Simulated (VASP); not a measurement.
Cu under changes of volume

One of the cells (10.956 Å³/atom); the others are scaled copies at fixed shape and fractional positions:

```
Cu
1.0
     2.49854    0.00000    0.00000
    -1.24927    2.16380    0.00000
     0.00000    0.00000    4.05314
Cu
2
Direct
  0.66667 0.33333 0.75000
  0.33333 0.66667 0.25000
```

This isn't the form of Cu at room conditions, which is fcc.

| Property | Result |
| --- | --- |
| Program | VASP 6.6.1 |
| Functional | LDA |
| Potentials or basis | VASP PAW LDA potentials, release 64 (Cu) |
| Cutoff | 520 eV |
| k mesh | 10 × 10 × 6 |
| Occupations | fermi-dirac, width 0.05 eV |
| Spin | no spin polarisation |

```csv
volume (Å³/atom),energy over the lowest point (meV/atom),pressure (GPa)
10.518,11.41,8.5
10.737,?,?
10.956,0.00,0.3
11.175,2.17,-3.1
11.395,8.78,-6.1
```

Problem. What does the run at 10.737 Å³/atom give?

Solution. Energy over the lowest point 2.88 meV/atom; pressure 4.2 GPa.

Worked out: A Birch-Murnaghan fit of order 2 (a polynomial in V^(-2/3)) to the other rows has its minimum at 10.97 Å³/atom with B0 = V·E''(V) = 182 GPa at fixed shape and positions, which overstates the stiffness. It gives 2.95 meV/atom at 10.737 Å³/atom, against the run's 2.88, and -dE/dV = 4.1 GPa, against 4.2.

Energies are extrapolated to zero smearing.
